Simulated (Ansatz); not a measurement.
**Bi under changes of volume**

One of the cells (35.070 Å³/atom); the others are scaled copies at fixed shape and fractional positions:

```
Bi
1.0
     2.26750    1.30914    3.93800
    -2.26750    1.30914    3.93800
     0.00000   -2.61828    3.93800
Bi
2
Direct
  0.76600 0.76600 0.76600
  0.23400 0.23400 0.23400
```

* Program: Ansatz 0.2.0
* Functional: PBE
* Potentials or basis: Ansatz NC
* Cutoff: 898 eV (not typed: the program's choice for these potentials)
* k mesh: 7 × 7 × 7
* Occupations: fermi-dirac, width 0.05 eV
* Spin: no spin polarisation

```csv
volume (Å³/atom),energy over the lowest point (meV/atom),pressure (GPa),gap on the mesh (eV),largest force (eV/Å)
32.965,61.97,5.9,0.29,0.519
33.667,39.14,4.5,0.28,0.408
34.368,22.10,3.3,0.27,0.304
35.070,10.24,2.2,0.26,0.207
35.771,3.04,1.2,0.25,0.117
36.472,0.00,0.3,0.24,0.032
37.174,?,?,?,?
```

Problem. What does the run at 37.174 Å³/atom give?

Solution. Energy over the lowest point 0.70 meV/atom; pressure -0.6 GPa; gap on the mesh 0.24 eV; largest force 0.047 eV/Å.

Worked out: A Birch-Murnaghan fit of order 3 (a polynomial in V^(-2/3)) to the other rows has its minimum at 36.68 Å³/atom, just outside them, with B0 = V·E''(V) = 43 GPa and B' = 4.6 at fixed shape and positions, which overstates the stiffness. It gives 0.71 meV/atom at 37.174 Å³/atom, against the run's 0.70, and -dE/dV = -0.6 GPa, against -0.6. A straight line through the other rows of the gap, of slope -0.495 eV per unit of ln V, extrapolates to 0.23 eV, against the run's 0.24.

Energies are extrapolated to zero smearing.

Caveats: odd divisions of the mesh miss points on the zone boundary, where band edges often lie, so the gap on the mesh can be too wide; spin-orbit coupling is left out, which as a rule narrows the gap of such compounds by several tenths of an eV.

A mesh can miss the band edges.
